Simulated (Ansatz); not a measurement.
# MnS (F-43m) in Ansatz: further runs

The runs below take MnS through single point, with PBEsol+D3(BJ).

Program: Ansatz 0.2.0. These are calculated values, not measurements. Logs are shortened: lines on timing, memory, paths and dates and some standing lists are left out, and cuts for length are marked.

### 1 The crystal as given

Symmetry: F-43m, No. 216, cubic system. Conventional cell: a = 4.947 Å, b = 4.947 Å, c = 4.947 Å, α = 90.00°, β = 90.00°, γ = 90.00°. Mn (site symmetry -43m) has 4 S at 2.14 Å as nearest neighbours. S (site symmetry -43m) is surrounded by 4 Mn at 2.14 Å.

The cell is a database's computed one.

### 2 Single point, PBEsol+D3(BJ), collinear spin, random start

The input, run.py:

```python
import json

import ase.io
import numpy as np
from ase.calculators.calculator import CalculationFailed, Calculator
from ase.stress import full_3x3_to_voigt_6_stress
from ase.units import GPa

import ansatz as az

class AnsatzCalculator(Calculator):
    implemented_properties = ["energy", "free_energy", "forces", "stress", "magmom"]

    def calculate(self, atoms, properties, system_changes):
        super().calculate(atoms, properties, system_changes)
        structure = atoms.copy()
        structure.set_constraint()
        structure.set_momenta(None)
        structure.set_masses(None)
        outcome = (
            az.Crystal.from_ase(structure)
            .calculation()
            .basis(xc_grid=2)
            .kpoints(9, 9, 9)
            .functional("pbesol", dispersion="d3bj")
            .pseudopotentials(kind="paw")
            .spin("collinear")
            .scf(tolerance=2e-10)
            .occupations(method="methfessel_paxton", width=0.1)
            .forces()
            .stress()
            .run(threads=2)
        )
        if not outcome.report["converged"]:
            raise CalculationFailed("SCF not converged")
        report = outcome.report
        self.results = {
            "free_energy": report["lagrangian_ev"],
            "energy": report["lagrangian_ev"],
            "forces": np.array(report["forces_ev_ang"]),
            "stress": -GPa * full_3x3_to_voigt_6_stress(report["stress_gpa"]),
            "magmom": report["magnetization_mub"],
        }

np.set_printoptions(precision=5, suppress=True, linewidth=110)
atoms = ase.io.read("POSCAR", format="vasp")
atoms.set_initial_magnetic_moments([1.64, 0.0])
atoms.calc = AnsatzCalculator()
print(f"free energy {atoms.get_potential_energy():.6f} eV")
print("forces (eV/A)", atoms.get_forces(), sep="\n")
print("stress (GPa, Voigt, tension positive)", atoms.get_stress() / GPa, sep="\n")
print(f"moment {atoms.get_magnetic_moment():.4f} muB")
```

The input, POSCAR:

```
MnS
1.0
    0.0000000000      2.4734634191      2.4734634191
    2.4734634191      0.0000000000      2.4734634191
    2.4734634191      2.4734634191      0.0000000000
Mn S
1 1
Direct
    0.0000000000      0.0000000000      0.0000000000
    0.7500000000      0.7500000000      0.7500000000
```

Potentials or basis: Ansatz PAW.

Started as:

```console
python run.py
```

Log:

```text
DeckWarning: basis.ecutwfc = 420 eV, auto-derived from the records' recommended cutoffs: set by Mn (normal level)
PlacementWarning: RAYON_NUM_THREADS=2 ignored (pool sized by the plan → 2); use plan(threads=…)
free energy -4755.177362 eV
forces (eV/A)
[[ 0. -0.  0.]
 [-0. -0. -0.]]
stress (GPa, Voigt, tension positive)
[ 7.48624  7.48624  7.48624  0.      -0.       0.     ]
moment 0.2638 muB
```

engine_input.yaml:

```text
crystal:
  lattice:
    - [0.0, 2.4734634191, 2.4734634191]
    - [2.4734634191, 0.0, 2.4734634191]
    - [2.4734634191, 2.4734634191, 0.0]
  atoms:
    - { symbol: Mn, position: [0.0, 0.0, 0.0], spin: 1.64 }
    - { symbol: S, position: [0.75, 0.75, 0.75], spin: 0.0 }
basis:
  xc_grid: 2
kpoints:
  mp_grid:
    grid: [9, 9, 9]
hamiltonian:
  xc: pbesol
  dispersion: d3bj
  pseudopotentials:
    kind: paw
magnetization:
  spin_polarized: true
scf:
  convergence:
    dr2_threshold: 2.0e-10
  occupations:
    method: methfessel_paxton
    width: 0.1
output:
  forces: true
  stress: true
```

Run time: 4.2 s. Hardware: 2 threads of Arm Neoverse V2, shared host; peak memory 0.49 GiB.

What came out:

* Free energy: -4755.1774 eV
* Pressure: -7.5 GPa
* Net moment: 0.26 μB per cell
* Absolute moment: 0.28 μB per cell
* Site moments: Mn +0.23; S -0.00 μB

### 3 Single point, PBEsol+D3(BJ), collinear spin, random start

The input, input.yaml:

```yaml
crystal:
  lattice:
    - [0.0, 2.4734634191, 2.4734634191]
    - [2.4734634191, 0.0, 2.4734634191]
    - [2.4734634191, 2.4734634191, 0.0]
  atoms:
    - { symbol: Mn, position: [0.0, 0.0, 0.0], spin: 1.64 }
    - { symbol: S, position: [0.75, 0.75, 0.75] }
hamiltonian:
  xc: pbesol
  pseudopotentials: { kind: paw }
  dispersion: d3bj
magnetization:
  spin_polarized: true
kpoints:
  mp_grid: { grid: [9, 9, 9] }
scf:
  occupations: { method: methfessel_paxton, width: 0.1 }
output:
  forces: true
  stress: true
  eigenvalues: true
  write_density: true
  write_potential: true
  elf: true
  volumetric_format: npy
```

Potentials or basis: Ansatz PAW.

Started as:

```console
ansatz run input.yaml --threads 2 --pin off --max-ram 5120MiB --backend cpu --events-out ev --progress --plain --runs-dir out
```

Log:

```text
Warning: RAYON_NUM_THREADS=2 ignored (pool sized by the plan → 2); use --threads N
Engine: ansatz 0.2.0, aarch64-unknown-linux-gnu
Pseudopotentials: kind: paw
Pseudopotential: Mn, paw, valence charge 15, recommended cutoff 420 eV (normal), Mn.paw.azcp
Pseudopotential: S, paw, valence charge 6, recommended cutoff 420 eV (normal), S.paw.azcp
Functional definition: PBEsol
  exchange = pbesol_x
  correlation = pbesol_c
Crystal: 2 atoms, lattice volume = 30.265 Å³
Basis set: ecut = 420 eV, 609 PW (Γ), exchange–correlation on 48×48×48 points (8 copies of the dense FFT grid, shifted against one another)
Bands: 16, of which v1, the nominal top of the filled ones, is band 11 counted from 1 (10 counted from 0)
Symmetry: 24 space group operations
Space group: F-43m (ITA 216), of the structure as read, at distance tolerance 3.1e-5 Å
Magnetic group: BNS 216.74 (UNI 1576), of the structure as read, at distance tolerance 3.1e-5 Å
k-points: 35 of 729 (time reversal used)
Non-local potential: Mn, projectors of the file, l = 0: 3, l = 1: 2, l = 2: 3, l = 3: 1
Non-local potential: S, projectors of the file, l = 0: 2, l = 1: 2, l = 2: 2
PAW form: soft (Blöchl's): semilocal exchange-correlation on the pseudo side does not see the compensation charge
PAW frozen core: Mn, regenerated for the run's functional, and the local potential with it (the file was generated under x = pbe(κ = 0.804, μ = 0.2195149727645171), c = pbe(β = 0.06672455060314922))
PAW frozen core: S, regenerated for the run's functional, and the local potential with it (the file was generated under x = pbe(κ = 0.804, μ = 0.2195149727645171), c = pbe(β = 0.06672455060314922))
PAW one-centre angular grid: Mn, 590 points (default); XC on 64 Gauss nodes
PAW one-centre angular grid: S, 110 points (default); XC on 64 Gauss nodes
Initial density: superposition of atomic densities (chi_scale 0.1, normalization cell, long waves kept (reshape's long-wave potential 0.00 eV rms))
Starting moments: Σ|m| = 1.64 μB on 1 of 2 sites
[... 33 lines left out ...]
Internal energy: -4755.177026 eV  (E = F + TS)
E sigma→0 (E₀):  -4755.177278 eV
Entropy (-TS):   -0.000335 eV (-0.168 meV/atom)
Fermi energy:    11.598175 eV
--- Per-component energies (eV) ---
  E_band       = -261.183111
  E_kinetic    = 420.663590
  E_local      = -2443.064122  (includes V_loc(G=0)·N_el)
  E_nonlocal   = 270.713792
  E_hartree    = 1014.933091
  E_xc         = -211.118992
  E_vxc        = -235.370470  (∫ρ·V_xc dr)
  E_paw        = -1854.998008  (= ΣΔE_a)
  E_vpaw       = -303.991988  (= ΣTr[D̂ρ^β])
  E_aug_tail   = -0.000008  (compensation charges beyond the density's cutoff)
  E_ewald      = -1951.705460
  E_disp       = -0.832509  (pairwise vdW)
  E_core_change = 0.231600  (= ΣΔE_core)
  E_smearing   = -0.000335  (= −TS)
  E_closure    = 0.000000  (closes the sum)
  Σ components = -4755.177362   (vs F -4755.177362, Δ=0.00e0)
--- Forces (eV/Å), atoms counted from 1 ---
  atom   1  Mn     0.00000000    -0.00000000     0.00000000
  atom   2  S     -0.00000000    -0.00000000     0.00000000
  max |Σ_I F_I| component: 2.08e-16 eV/Å
--- Stress (GPa, compression-positive) ---
       -7.486241      -0.000000       0.000000
        0.000000      -7.486241      -0.000000
        0.000000      -0.000000      -7.486241
  P = ⅓ Tr σ = -7.4862 GPa (-74.862 kbar)
--- Band table (eV; the first three rows and the last of 70) ---
  k-point 0 ↑: bands = ["-67.1333", "-36.0637", "-36.0637", "-36.0637", "-3.6808", "6.8684", "6.8684", "6.8684", "10.6971", "10.6971", "15.2652", "15.2669", "15.2669", "15.2669", "19.3450", "19.3450"]
  k-point 1 ↑: bands = ["-67.1331", "-36.0668", "-36.0641", "-36.0641", "-3.5512", "6.6189", "6.9123", "6.9123", "10.6644", "10.6644", "14.3925", "15.0899", "15.0899", "15.9895", "19.3195", "19.6127"]
  k-point 2 ↑: bands = ["-67.1326", "-36.0746", "-36.0654", "-36.0654", "-3.2011", "6.0313", "7.0136", "7.0136", "10.6400", "10.6400", "13.1338", "14.6285", "14.6285", "16.8189", "19.4538", "20.0774"]
  k-point 34 ↓: bands = ["-66.8746", "-35.8339", "-35.8273", "-35.8218", "-1.9716", "5.7004", "6.3865", "7.4365", "9.9149", "10.7567", "11.6582", "12.2185", "13.1137", "18.5961", "20.2233", "20.8561"]
```

rho_z.tsv:

```text
# z_ang	rho[e/angstrom^3]	rho_spin[e/angstrom^3]
# format = ansatz-planar-average/11
# lattice	0.000000000	2.473463419	2.473463419
# lattice	2.473463419	0.000000000	2.473463419
# lattice	2.473463419	2.473463419	0.000000000
# sites	2
# site	25	0.000000000	0.000000000	0.000000000
# site	16	3.710195129	3.710195129	3.710195129
0.000000	1.807402e0	2.487915e-2
0.145750	1.648873e0	2.451203e-2
0.291500	1.321909e0	2.234683e-2
0.437251	9.341413e-1	1.744267e-2
0.583001	5.979002e-1	1.159886e-2
0.728751	3.707147e-1	7.121225e-3
0.874501	2.465941e-1	4.462493e-3
1.020252	1.908215e-1	2.914027e-3
1.166002	1.727549e-1	1.897213e-3
1.311752	1.757903e-1	1.177209e-3
1.457502	1.933942e-1	6.466913e-4
1.603253	2.228920e-1	2.407850e-4
1.749003	2.612729e-1	-6.779396e-5
1.894753	3.035688e-1	-2.684946e-4
2.040503	3.440025e-1	-2.976907e-4
2.186253	3.796175e-1	-3.164290e-5
2.332004	4.142944e-1	6.883751e-4
2.477754	4.607084e-1	1.989866e-3
2.623504	5.402778e-1	4.000298e-3
2.769254	6.807441e-1	7.102821e-3
2.915005	9.049299e-1	1.184670e-2
3.060755	1.205335e0	1.775085e-2
3.206505	1.521607e0	2.258580e-2
3.352255	1.753132e0	2.463558e-2
```

v_z.tsv:

```text
# z_ang	v_es[eV]	v_tot_up[eV]	v_tot_dn[eV]
# format = ansatz-planar-average/11
# xc	pbesol
# density_cutoff_ev	1680
# datasets	Mn=:simpson_from_first_knot:soft:shift=-858434	S=:simpson_from_first_knot:soft:shift=-322627
# lattice	0.000000000	2.473463419	2.473463419
# lattice	2.473463419	0.000000000	2.473463419
# lattice	2.473463419	2.473463419	0.000000000
# sites	2
# site	25	0.000000000	0.000000000	0.000000000
# site	16	3.710195129	3.710195129	3.710195129
0.000000	-4.827795e-1	-1.384280e1	-1.380911e1
0.145750	1.088617e0	-1.172483e1	-1.168699e1
0.291500	2.733089e0	-9.392175e0	-9.340650e0
0.437251	4.524859e0	-6.819214e0	-6.750089e0
0.583001	6.518583e0	-4.020824e0	-3.937806e0
0.728751	8.604272e0	-1.178250e0	-1.090420e0
0.874501	1.054834e1	1.380135e0	1.461628e0
1.020252	1.206508e1	3.251878e0	3.312860e0
1.166002	1.296195e1	4.275658e0	4.306550e0
1.311752	1.327183e1	4.581374e0	4.586794e0
1.457502	1.310346e1	4.265543e0	4.256173e0
1.603253	1.237910e1	3.245890e0	3.229512e0
1.749003	1.101561e1	1.481413e0	1.463992e0
1.894753	9.174359e0	-8.350542e-1	-8.496586e-1
2.040503	7.241041e0	-3.300382e0	-3.309271e0
2.186253	5.551300e0	-5.606544e0	-5.605438e0
2.332004	4.155405e0	-7.700575e0	-7.684751e0
2.477754	2.792098e0	-9.764509e0	-9.730208e0
2.623504	1.259573e0	-1.191618e1	-1.186311e1
2.769254	-3.415138e-1	-1.397901e1	-1.391183e1
2.915005	-1.733215e0	-1.563232e1	-1.555961e1
3.060755	-2.576058e0	-1.655201e1	-1.648428e1
3.206505	-2.613047e0	-1.652367e1	-1.646890e1
3.352255	-1.827483e0	-1.554745e1	-1.550666e1
```

It took 3.6 s on 2 threads of Arm Neoverse V2, shared host; peak memory 0.32 GiB.

Results:

- Free energy: -4755.1774 eV
- Pressure: -7.5 GPa
- Band gap on the k mesh: none (metal or under the smearing width)
- Net moment: 0.26 μB per cell
- Absolute moment: 0.28 μB per cell
- Site moments: Mn +0.23; S -0.00 μB

Caveat: semilocal functionals often make such compounds metallic where correlation or magnetic order opens a gap, which also shifts bond lengths; pairwise dispersion overbinds metals, which lowers pressure and volume; the PAW data sets come from PBE, with cores solved anew for the run's functional, which leaves a small shift of forces and pressure.
